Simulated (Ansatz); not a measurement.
## A series in volume scale on SrTiO3

Periodic Kohn-Sham DFT of a crystal at fixed atoms, scaled to volume_scale times the given cell; pressure positive in compression, energy less spherical unpolarised free atoms, largest_vzz the field gradient of largest size among the nuclei. The results are calculated, by Ansatz 0.2.0.

The cell before it is scaled or strained (space group Pm-3m, No. 221):
```
cell vectors (Å)
   3.9050     0.0000     0.0000
   0.0000     3.9050     0.0000
   0.0000     0.0000     3.9050
atoms (fractions of the cell vectors)
Sr  0.00000  0.00000  0.00000
Ti  0.50000  0.50000  0.50000
O   0.00000  0.50000  0.50000
O   0.50000  0.00000  0.50000
O   0.50000  0.50000  0.00000
```

Settings of every row: method frozen-core PAW; functional PBE; relativity scalar; k mesh 7x7x7; filling fermi-dirac; smearing width 0.05 eV; wave cutoff 420 eV; paw set soft_2.

Atom start moment: 0 on all atoms.

| row | volume scale | V (Å³/atom) | pressure (GPa) | largest V_zz (1e21 V/m^2) |
| --- | --- | --- | --- | --- |
| 1 | 0.96 | 11.433 | 12.747 | 0.883 |
| 2 | 0.99 | 11.79 | 6.267 | 1.195 |
| 3 | 1 | 11.909 | ? | ? |
| 4 | 1.02 | 12.148 | 0.737 | 1.495 |
| 5 | 1.06 | 12.624 | -5.404 | 1.866 |

Question: what pressure should row 3 give?

Worked fit of pressure. Take u = (V_r/V)^(2/3) − 1 with V_r = 11.969 Å³ an atom, which is twice the finite (Eulerian) strain; such expansions in the strain, on which the Birch-Murnaghan equation of state is built, carry the rest volume and the bulk modulus. The shown rows have u = 0.03102, 0.0101, -0.00985, -0.0349. Least squares give pressure = 3.3931 + 278.153 × u + 749.97 × u² GPa; a straight line predicts inner rows, each left out in turn, worse (root mean square 0.52 against 0.025 GPa). The rows lie off it by 0.004, -0.012, 0.011, -0.003 (root mean square 0.0085 GPa). The pressure vanishes at u = -0.0126, or V = 12.2 Å³ an atom, and there the bulk modulus at fixed shape and fractions is B = −V dP/dV = (2/3)(1 + u) dP/du = 171 GPa. The withheld row has u = 0.00336, so the fit gives 3.3931 + 278.153 × (0.00336) + 749.97 × (0.00336)² = 4.336 GPa.

The calculation gave 4.326 GPa. The fit lies 0.010 GPa (0.055 % of the column's range) above it; its largest miss of a shown row is 0.012 GPa.

The other values of row 3: largest V_zz 1.298 1e21 V/m^2.
